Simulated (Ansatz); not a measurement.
SrO:

```xyz
2
Lattice="0.0000 2.5663 2.5663 2.5663 0.0000 2.5663 2.5663 2.5663 0.0000" Properties=species:S:1:pos:R:3 pbc="T T T"
Sr    2.5663    2.5663    2.5663
O     0.0000    0.0000    0.0000
```

Program: Ansatz 0.2.0. Alike in all runs: task band structure; potentials or basis Ansatz PAW; no spin polarisation; cell as given; k mesh 9 × 9 × 9; smearing fermi-dirac 0.05 eV.

Task: Order these runs on this cell by their band gap on the k mesh, lowest first.
A. level PBEsol; cutoff (eV) 420
B. level revPBE; cutoff (eV) 420
C. level r2SCAN; cutoff (eV) 500

Result: A (3.26 eV), B (3.46 eV), C (3.85 eV).

Caveats: the k mesh misses the band edges, so the gap on the mesh is wider than the one along the path.

Runs at the PBE level aren't shown here.
